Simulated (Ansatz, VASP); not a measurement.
## Ba: VASP beside Ansatz

```
Ba
1.0
    -0.06653    3.20146    3.33270
     3.12108    0.04029    3.22588
     3.22816    3.20173   -0.06679
Ba
1
Direct
  0.99861 0.98597 0.99915
```

This isn't the form of Ba at room conditions, which is bcc.

Alike in both runs: task single point; functional PBE; dispersion D4; k mesh 7 × 7 × 7; occupations tetrahedron; collinear spin.

```csv
,VASP,Ansatz
version,VASP 6.6.1,Ansatz 0.2.0
potentials or method,"VASP PAW PBE potentials, release 64 (Ba_sv), cutoff 520 eV","all-electron LAPW, inner shells corrected to Dirac's equation"
```

Ansatz gave:

```
gap on the k mesh at the Fermi level (eV)       : none
pressure (GPa)                                  : -0.6
largest component of the traceless stress (GPa) : 0.50
net moment per atom (μB)                        : 0.00
dispersion energy (meV/atom)                    : -148.5
```

Problem. What did VASP give for the same quantities?

Solution. gap on the k mesh at the Fermi level (eV): none; pressure (GPa): -0.6; largest component of the traceless stress (GPa): 0.50; net moment per atom (μB): 0.00; dispersion energy (meV/atom): -148.3.

A gap of «none» marks a metal or a gap that the smearing closes. Ansatz ran all-electron here, so the differences hold the error of VASP's frozen core and of both bases.

Caveats: pairwise dispersion overbinds metals, which lowers pressure and volume; tetrahedron occupations give inexact forces and stress in metals (VASP); with tetrahedron occupations forces and stress needn't match the slope of the energy (Ansatz); the starting moments weren't kept (Ansatz). The runs have no spin-orbit coupling, so splittings on Ba are missing.
